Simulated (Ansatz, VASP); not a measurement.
**MgSi2N2: VASP beside Ansatz**

```xyz
5
Lattice="3.0374 1.7537 3.4770 -3.0374 1.7537 3.4770 0.0000 -3.5073 3.4770" Properties=species:S:1:pos:R:3 pbc="T T T"
Mg    0.0000    0.0000    0.0000
Si    0.0000    0.0000    6.8907
Si    0.0000    0.0000    3.5403
N     0.0000    0.0000    1.9493
N     0.0000    0.0000    8.4818
```

Alike in both runs: functional PBE; k mesh 6 × 6 × 6; occupations gaussian, width 0.02 eV; no spin polarisation.

Ansatz relaxed the structure, and its values are those at the end. VASP's run is a single point on that final structure, the one shown.

|  | VASP | Ansatz |
| --- | --- | --- |
| version | VASP 6.6.1 | Ansatz 0.2.0 |
| potentials or method | VASP PAW PBE potentials, release 64 (Mg, Si, N) | scalar-relativistic, plane waves, PAW |
| plane-wave cutoff (eV) | 520 | 420 |
| valence electrons in the cell | 20 | 28 |

Ansatz gave:

- gap on the k mesh at the Fermi level (eV): 1.82
- least direct gap on the mesh (eV): 1.88
- pressure (GPa): 0.0
- rms of the force components (eV/Å): 0.000

Question: Which values does VASP return?

Answer: gap on the k mesh at the Fermi level (eV): 1.84; least direct gap on the mesh (eV): 1.89; pressure (GPa): 0.1; rms of the force components (eV/Å): 0.039.

The two sets of potentials don't hold the same shells in valence.

A k mesh can miss the band edges.
